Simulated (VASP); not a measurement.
Si, 18 atoms in the cell. The cell holds a slab with vacuum, 18 atoms: a = 3.840 Å, b = 5.431 Å, c = 29.361 Å, α = 90.00°, β = 90.00°, γ = 90.00°. The slab is cut from a database's or a generator's crystal, which needn't be the stable form of the element.

| Property | Result |
| --- | --- |
| Program | VASP 6.6.1 |
| Task | work function |
| Functional | LDA |
| Potentials or basis | VASP PAW LDA potentials, release 64 (Si) |
| Cutoff | 520 eV |
| k mesh | 8 × 6 × 1 |
| Occupations | gaussian, width 0.02 eV |
| Spin | no spin polarisation |
| Further INCAR settings | ALGO = Fast; EDIFF = 1e-06 |

Potentials or basis: VASP PAW LDA potentials, release 64 (Si).

Launch:

```sh
$ cat potpaw_LDA.64/Si/POTCAR > POTCAR
$ mpirun -np 1 vasp_std > vasp.out
```

Hardware: 1 thread of Intel(R) Xeon(R) 6975P-C (Granite Rapids), on a shared host.

**Question.** Estimate the wall time of this run.

**Answer.** Run time: 12 min on 1 thread of Intel(R) Xeon(R) 6975P-C (Granite Rapids) (shared host), peak memory 0.63 GiB. Counts: scf iterations 23, k points 20.
